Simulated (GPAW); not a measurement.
# FeO2 (Cmcm) in GPAW: band structure with PBEsol

Aim: the band structure of FeO2 with PBEsol.

All numbers are computed with GPAW 26.7.0; they aren't measurements. Logs are shortened: lines on timing, memory, paths and dates and some standing lists are left out, and cuts for length are marked. The log counts tension as positive stress, the text compression.

### 1 Starting point

It takes space group Cmcm (No. 63, orthorhombic). Conventional cell: a = 3.045 Å, b = 11.129 Å, c = 3.897 Å, α = 90.00°, β = 90.00°, γ = 90.00°. Around Fe (site symmetry m2m) lie 6 O at 1.95 to 2.09 Å. Around O (site symmetry m2m) lie 2 Fe at 1.95 Å. Around O (site symmetry m2m) lie 4 Fe at 2.02 to 2.09 Å.

The cell comes from a database or a generator and needn't be the stable form of this composition.

### 2 Band structure, PBEsol, collinear spin, ferromagnetic start

run.py

```python
from ase import Atoms
from ase.dft.bandgap import bandgap
from ase.io import write
from ase.units import GPa
from gpaw import GPAW, PW, setup_paths

setup_paths.insert(0, '.')

atoms = Atoms(['Fe', 'Fe', 'O', 'O', 'O', 'O'],
              cell=[[1.522434, -5.56429, 0.0],
                    [1.522434, 5.56429, 0.0],
                    [0.0, 0.0, 3.897314]],
              scaled_positions=[[0.662393, 0.337607, 0.25],
                                [0.337607, 0.662393, 0.75],
                                [0.052215, 0.947785, 0.25],
                                [0.947785, 0.052215, 0.75],
                                [0.290699, 0.709301, 0.25],
                                [0.709301, 0.290699, 0.75]],
              pbc=True)
atoms.set_initial_magnetic_moments([3.0, 3.0, 0.0, 0.0, 0.0, 0.0])

calc = GPAW(mode=PW(800),
            xc='PBEsol',
            kpts={'size': (6, 6, 5), 'gamma': True},
            occupations={'name': 'fermi-dirac', 'width': 0.05},
            nbands=38,
            convergence={'density': 1e-05, 'energy': 1e-05},
            maxiter=150,
            txt='gpaw.txt')
atoms.calc = calc
energy = atoms.get_potential_energy()
forces = atoms.get_forces()
stress = atoms.get_stress()
calc.write('gs.gpw')
write('result.traj', atoms)
print(f'Energy: {energy:.6f} eV')
print('Forces (eV/A):')
print(forces.round(4))
print('Stress (GPa):', (stress / GPa).round(3))
print('Moments:', calc.get_magnetic_moments().round(3))
print('Fermi level:', round(calc.get_fermi_level(), 4), 'eV')
print(f'Gap: {bandgap(calc)[0]:.4f} eV, direct: {bandgap(calc, direct=True)[0]:.4f} eV')

path = atoms.cell.bandpath('GXSRAZGYX1A1TY,ZT', npoints=80, eps=1e-4)
bs_calc = calc.fixed_density(kpts=path, symmetry='off', nbands=55,
                             convergence={'bands': 'CBM+6.0', 'eigenstates': 1e-6}, txt='bands.txt')
bs = bs_calc.band_structure()
bs.write('bs.json')
print(f'Gap on the path: {bandgap(bs_calc)[0]:.4f} eV')
```

Potentials or basis: PAW data sets generated in the run's folder for this functional, pw.

Command:

```bash
gpaw-setup -f PBEsol Fe O
OMP_NUM_THREADS=1 python run.py
```

gpaw.txt:

```text
__  _  _
 | _ |_)|_||  |
 |__||  | ||/\| - 26.7.0

Input parameters:
  mode=PW(ecut=800.0),
  convergence={'density': 1e-05, 'energy': 1e-05},
  kpts=MonkhorstPack(size=(6, 6, 5), gamma=True),
  maxiter=150,
  nbands=38,
  occupations=Occupations(name='fermi-dirac', width=0.05),
  xc=XC(name='PBEsol')

Diagonalizing LCAO Hamiltonian
Converting LCAO to pw mode

            FeO

         O  O

       O Fe

Atoms  # Å, Bohr magnetons
|   | symbol |        x |         y |        z |    initial magnetic moments |
|---|--------|----------|-----------|----------|-----------------------------|
| 0 |     Fe | 1.522434 | -1.807203 | 0.974329 | ( 0.0000,  0.0000,  3.0000) |
| 1 |     Fe | 1.522434 |  1.807203 | 2.922986 | ( 0.0000,  0.0000,  3.0000) |
| 2 |      O | 1.522434 |  4.983211 | 0.974329 | ( 0.0000,  0.0000,  0.0000) |
| 3 |      O | 1.522434 | -4.983211 | 2.922986 | ( 0.0000,  0.0000,  0.0000) |
| 4 |      O | 1.522434 |  2.329223 | 0.974329 | ( 0.0000,  0.0000,  0.0000) |
| 5 |      O | 1.522434 | -2.329223 | 2.922986 | ( 0.0000,  0.0000,  0.0000) |

Unit cell  # Å
| periodic |        x |         y |        z |  lengths |     angles |
|----------|----------|-----------|----------|----------|------------|
|      yes | 1.522434 | -5.564290 | 0.000000 | 5.768807 |  90.000000 |
|      yes | 1.522434 |  5.564290 | 0.000000 | 5.768807 |  90.000000 |
|      yes | 0.000000 |  0.000000 | 3.897314 | 3.897314 | 149.395852 |

Number of symmetries: 4
Symmetry operations  # r_c * U_cc + t_c -> r_c
|   | kind |            matrix            |
|---|------|------------------------------|
| 0 |  E   |  1, 0, 0,  0, 1, 0,  0, 0, 1 |
| 1 |  C2  |  0, 1, 0,  1, 0, 0,  0, 0,-1 |
| 2 |  σ   |  0,-1, 0, -1, 0, 0,  0, 0, 1 |
| 3 |  i   | -1, 0, 0,  0,-1, 0,  0, 0,-1 |

BZ-sampling:
  Number of BZ points: 180
  Number of IBZ points: 55

  Monkhorst-Pack size: [6, 6, 5]
  Monkhorst-Pack shift: [0.08333333333333333, 0.08333333333333333, 0.0]

K-points  # in reciprocal-cell coordinates
|     |                                coordinates |     weight |
|-----|--------------------------------------------|------------|
|   0 | (  0.00000000,   0.00000000,   0.00000000) | 0.00555556 |
|   1 | (  0.00000000,   0.00000000,   0.20000000) | 0.01111111 |
|   2 | (  0.00000000,   0.00000000,   0.40000000) | 0.01111111 |
|   3 | (  0.16666667,  -0.16666667,  -0.40000000) | 0.01111111 |
|   4 | (  0.16666667,  -0.16666667,  -0.20000000) | 0.01111111 |
|   5 | (  0.16666667,  -0.16666667,   0.00000000) | 0.01111111 |
|   6 | (  0.16666667,  -0.16666667,   0.20000000) | 0.01111111 |
|   7 | (  0.16666667,  -0.16666667,   0.40000000) | 0.01111111 |
|   8 | (  0.16666667,   0.00000000,  -0.40000000) | 0.02222222 |
|   9 | (  0.16666667,   0.00000000,  -0.20000000) | 0.02222222 |
| ... |                                            |            |
|  54 | (  0.50000000,   0.50000000,   0.40000000) | 0.01111111 |

Plane wave coefficients: 3412
Cutoff: 800.0 eV

[... 97 lines left out ...]
  name: PBEsol with 2 nearest neighbor stencil

convergence criteria:
- Maximum integral of absolute [dens]ity change: 1e-05 electrons / valence electron
- Maximum [total energy] change in last 3 cyles: 1e-05 eV / valence electron
- Maximum integral of absolute [eigenst]ate change: 4e-08 eV^2 / valence electron
maximum number of iterations: 150

SCF iterations
|iter     | |      energy | eigst |  dens |  magmom |
|---------|-|-------------|-------|-------|---------|
|iter:   1| |  -50.384767 | +0.12 |       |  +6.0029|
|iter:   2| |  -47.195803 | -1.57 | -0.64 |  +6.1025|
|iter:   3| |  -46.456942 | -1.41 | -0.76 |  +6.4106|
|iter:   4| |  -45.828314 | -2.03 | -0.87 |  +6.1887|
|iter:   5| |  -45.726556 | -2.49 | -1.07 |  +6.2344|
|iter:   6| |  -45.668104 | -2.74 | -1.16 |  +5.9322|
|iter:   7| |  -45.684779 | -3.39 | -1.63 |  +5.7398|
|iter:   8| |  -45.691594 | -3.77 | -2.02 |  +5.6683|
|iter:   9| |  -45.695021 | -4.22 | -2.13 |  +5.5923|
|iter:  10| |  -45.698969 | -4.28 | -2.39 |  +5.5086|
|iter:  11| |  -45.700668 | -4.36 | -2.50 |  +5.4416|
|iter:  12| |  -45.700562 | -5.30 | -2.74 |  +5.4414|
|iter:  13| |  -45.700552c| -5.71 | -3.16 |  +5.4272|
|iter:  14| |  -45.700437c| -6.40 | -3.67 |  +5.4253|
|iter:  15| |  -45.700441c| -7.97c| -4.09 |  +5.4245|
|iter:  16| |  -45.700427c| -8.11c| -4.44 |  +5.4242|
|iter:  17| |  -45.700426c| -8.07c| -4.86 |  +5.4239|
|iter:  18| |  -45.700426c| -8.25c| -4.92 |  +5.4236|
|iter:  19| |  -45.700426c| -8.64c| -5.27c|  +5.4235|

Converged in 19 steps
Energy contributions relative to reference atoms: (reference = -77310.166946)

Energy contributions:
  Kinetic:           3.847453
  Coulomb:         -13.268010
  Zero:              1.158510
  External:          0.000000
  Xc:              -37.407894
  Entropy:          -0.060969
  Spinorbit:         0.000000
  ----------------------------
  Free energy:     -45.730910
  Extrapolated:    -45.700426

dipole moment: (-0.000029, 0.000000, -0.000037)  # |e|*Ang

Total magnetic moment: (0.000000, 0.000000, 5.423479)

Local magnetic moments
|        x |        y |        z |
|----------|----------|----------|
| 0.000000 | 0.000000 | 2.508728 |  # Fe   0
| 0.000000 | 0.000000 | 2.508728 |  # Fe   1
| 0.000000 | 0.000000 | 0.067591 |  # O    2
| 0.000000 | 0.000000 | 0.067591 |  # O    3
| 0.000000 | 0.000000 | 0.013493 |  # O    4
| 0.000000 | 0.000000 | 0.013493 |  # O    5

Fermi level: 4.523
Eigenvalues  # (at kpt = [0.000, 0.000, 0.000])
| band index |      eig [eV] | occ [0-1] |      eig [eV] | occ [0-1] |
|------------|---------------|-----------|---------------|-----------|
|          0 |       -15.032 |     1.000 |       -14.939 |     1.000 |
|        ... |               |           |               |           |
|         13 |         1.538 |     1.000 |         2.591 |     1.000 |
|         14 |         1.756 |     1.000 |         2.778 |     1.000 |
|         15 |         1.833 |     1.000 |         3.201 |     1.000 |
|         16 |         2.140 |     1.000 |         4.110 |     1.000 |
|         17 |         2.251 |     1.000 |         4.492 |     0.651 |
|         18 |         2.485 |     1.000 |         4.717 |     0.020 |
|         19 |         2.727 |     1.000 |         4.749 |     0.011 |
|         20 |         3.603 |     1.000 |         5.514 |     0.000 |
|         21 |         3.964 |     1.000 |         5.601 |     0.000 |
|         22 |         4.177 |     0.999 |         5.765 |     0.000 |
|         23 |         4.580 |     0.242 |         6.130 |     0.000 |
|         24 |         4.865 |     0.001 |         6.331 |     0.000 |
|         25 |         5.605 |     0.000 |         6.910 |     0.000 |
|         26 |         9.501 |     0.000 |         9.907 |     0.000 |
|         27 |        13.816 |     0.000 |        14.175 |     0.000 |
|        ... |               |           |               |           |
|         37 |        22.517 |     0.000 |        23.163 |     0.000 |

No gap
No difference between direct/indirect transitions

Forces  # eV/Ang
|        x |        y |        z |
|----------|----------|----------|
|  0.00000 |  0.89390 | -0.00001 |  # Fe   0
| -0.00000 | -0.89390 |  0.00001 |  # Fe   1
| -0.00000 | -2.71514 |  0.00005 |  # O    2
|  0.00000 |  2.71514 | -0.00005 |  # O    3
| -0.00000 |  0.52071 |  0.00011 |  # O    4
|  0.00000 | -0.52071 | -0.00011 |  # O    5

Stress tensor  # eV/Ang^3
|         x |         y |        z |
|-----------|-----------|----------|
|  0.233247 | -0.000000 | 0.000000 |
| -0.000000 |  0.134281 | 0.000000 |
|  0.000000 |  0.000000 | 0.065889 |

# Writing to gs.gpw (mode='')
```

stdout:

```text
<dir> UserWarning: The angles between your unit-cell vectors are 90.0, 90.0 and 149.4 degrees.  Results may be wrong!  Please Niggli-reduce your unit-cell so that the angles are closer to 90 degrees:

  from ase.build import niggli_reduce
  niggli_reduce(atoms)

  warnings.warn(
Energy: -45.700426 eV
Forces (eV/A):
[[ 0.0000e+00  8.9390e-01 -0.0000e+00]
 [-0.0000e+00 -8.9390e-01  0.0000e+00]
 [-0.0000e+00 -2.7151e+00  1.0000e-04]
 [ 0.0000e+00  2.7151e+00 -1.0000e-04]
 [-0.0000e+00  5.2070e-01  1.0000e-04]
 [ 0.0000e+00 -5.2070e-01 -1.0000e-04]]
Stress (GPa): [37.37  21.514 10.557  0.     0.    -0.   ]
Moments: [2.509 2.509 0.068 0.068 0.013 0.013]
Fermi level: 4.5229 eV
Gap: 0.0000 eV, direct: 0.0000 eV
Gap on the path: 0.0000 eV
```

Wall time 18 min (1 thread of Arm Neoverse V2, shared host); peak memory 1.1 GiB.

What came out:

* Free energy: -45.7309 eV
* Pressure: -23.1 GPa
* Largest force: 2.715 eV/Å
* Band gap along the path: none (metal or under the smearing width)
* Net moment: 5.42 μB per cell
* Site moments: Fe +2.51; O +0.07, +0.01 μB

Forces in eV/Å, atoms in the order of the input:
```
Fe   0.000  0.894  0.000
Fe   0.000 -0.894  0.000
O    0.000 -2.715  0.000
O    0.000  2.715  0.000
O    0.000  0.521  0.000
O    0.000 -0.521  0.000
```

Levels at the corners of the path, in eV from the Fermi level:
Spin up:
| point | band 19 | band 20 | band 21 | band 22 | band 23 | band 24 | band 25 | band 26 |
| --- | --- | --- | --- | --- | --- | --- | --- | --- |
| Γ | -2.04 | -1.80 | -0.92 | -0.56 | -0.35 | 0.06 | 0.34 | 1.08 |
| X | -2.20 | -1.59 | -1.49 | -1.28 | -1.13 | 0.13 | 0.30 | 0.42 |
| S | -2.06 | -1.70 | -1.51 | -1.30 | -1.07 | 0.15 | 0.34 | 0.46 |
| R | -2.35 | -2.35 | -0.89 | -0.89 | 0.42 | 0.42 | 0.71 | 0.71 |
| A | -2.44 | -2.44 | -0.87 | -0.87 | 0.40 | 0.40 | 0.70 | 0.70 |
| Z | -1.79 | -1.79 | -1.00 | -1.00 | 0.72 | 0.72 | 0.80 | 0.80 |
| Γ | -2.04 | -1.80 | -0.92 | -0.56 | -0.35 | 0.06 | 0.34 | 1.08 |
| Y | -1.91 | -1.87 | -1.21 | -0.82 | -0.21 | 0.31 | 0.77 | 0.77 |
| X1 | -2.20 | -1.59 | -1.49 | -1.28 | -1.13 | 0.13 | 0.30 | 0.42 |
| A1 | -2.44 | -2.44 | -0.87 | -0.87 | 0.40 | 0.40 | 0.70 | 0.70 |
| T | -1.76 | -1.76 | -0.55 | -0.55 | 0.56 | 0.56 | 0.85 | 0.85 |
| Y | -1.91 | -1.87 | -1.21 | -0.82 | -0.21 | 0.31 | 0.77 | 0.77 |
| Z | -1.79 | -1.79 | -1.00 | -1.00 | 0.72 | 0.72 | 0.80 | 0.80 |
| T | -1.76 | -1.76 | -0.55 | -0.55 | 0.56 | 0.56 | 0.85 | 0.85 |
Spin down:
```tsv
point	band 15	band 16	band 17	band 18	band 19	band 20
Γ	-1.75	-1.32	-0.41	-0.03	0.19	0.23
X	-2.35	-1.53	0.05	0.06	0.17	0.32
S	-2.47	-1.54	0.08	0.14	0.15	0.21
R	-1.34	-1.34	-0.23	-0.23	0.19	0.19
A	-1.40	-1.40	-0.24	-0.24	0.19	0.19
Z	-1.84	-1.84	0.15	0.15	0.23	0.23
Γ	-1.75	-1.32	-0.41	-0.03	0.19	0.23
Y	-1.78	-1.22	-0.42	-0.02	0.17	0.23
X1	-2.35	-1.53	0.05	0.06	0.17	0.32
A1	-1.40	-1.40	-0.24	-0.24	0.19	0.19
T	-1.00	-1.00	0.02	0.02	0.29	0.29
Y	-1.78	-1.22	-0.42	-0.02	0.17	0.23
Z	-1.84	-1.84	0.15	0.15	0.23	0.23
T	-1.00	-1.00	0.02	0.02	0.29	0.29
```

Caveat: semilocal functionals often make such compounds metallic where correlation or magnetic order opens a gap, which also shifts bond lengths; only a ferromagnetic start was run, and an antiferromagnetic order may lie lower in energy; forces of over 1 eV/Å show positions far from the minimum, so gaps and moduli don't describe the material at rest; the program warned that so skewed a cell can give wrong results.
